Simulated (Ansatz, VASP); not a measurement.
Two plane-wave programs on Mo

```
CELL_PARAMETERS angstrom
2.70736 0.00000 0.00000
-1.35368 2.34464 0.00000
0.00000 0.00000 2.44415
ATOMIC_POSITIONS crystal
Mo 0.00000 0.00000 0.00000
```

Alike in both runs: functional LDA; k mesh 17 × 17 × 15; occupations fermi-dirac, width 0.05 eV; no spin polarisation.

Ansatz relaxed the structure, and its values are those at the end. VASP's run is a single point on that final structure, the one shown.

|  | VASP | Ansatz |
| --- | --- | --- |
| version | VASP 6.6.1 | Ansatz 0.2.0 |
| potentials or method | VASP PAW LDA potentials, release 64 (Mo_sv) | PAW with Ansatz's default frozen-core files, scalar-relativistic |
| plane-wave cutoff (eV) | 520 | 420 |
| valence electrons in the cell | 14 | 14 |

|  | VASP | Ansatz | Ansatz less VASP |
| --- | --- | --- | --- |
| pressure (GPa) | 7.7 | 6.5 | -1.21 |
